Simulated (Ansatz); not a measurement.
# Structures of Si2Mo: which is lowest?

Plane-wave DFT in Ansatz with scalar-relativistic PAW potentials, cutoff 420 eV, Γ-centred meshes chosen by cell and gap, Gaussian smearing with energies taken to zero width. Every cell was relaxed (cell and atoms) in a run of its own, within the symmetry of its start. Functional: PBE.

Relaxed structures (starts from databases or built by putting these elements on another compound's sites):
A. I4/mmm, 3 atoms in the computed cell, a = 3.217 Å, c = 7.873 Å; sites (symmetry × multiplicity) Si 4mm × 4, Mo 4/mmm × 2; start: database
B. P6_222, 9 atoms in the computed cell, a = 4.613 Å, c = 6.609 Å; sites (symmetry × multiplicity) Si ..2 × 6, Mo 222 × 3; start: database

Task: Rank them by energy. Could pressure change the order?

Result:
| structure | group | E − E(lowest) (meV/atom) | V (Å³/atom) | gap on mesh (eV) |
| --- | --- | --- | --- | --- |
| A | I4/mmm | 0.0 | 13.58 | 0.00 |
| B | P6_222 | 27.4 | 13.53 | 0.06 |

A is lowest, 27 meV/atom under B. The two lowest differ in volume by under 3 %, too little for a first-order estimate of what pressure does to that pair (other pairs aren't weighed here); with rigid cells even 3 % in favour of the higher one would need about 11 GPa. Other structures may lie lower than all of these, and vibrations aren't counted.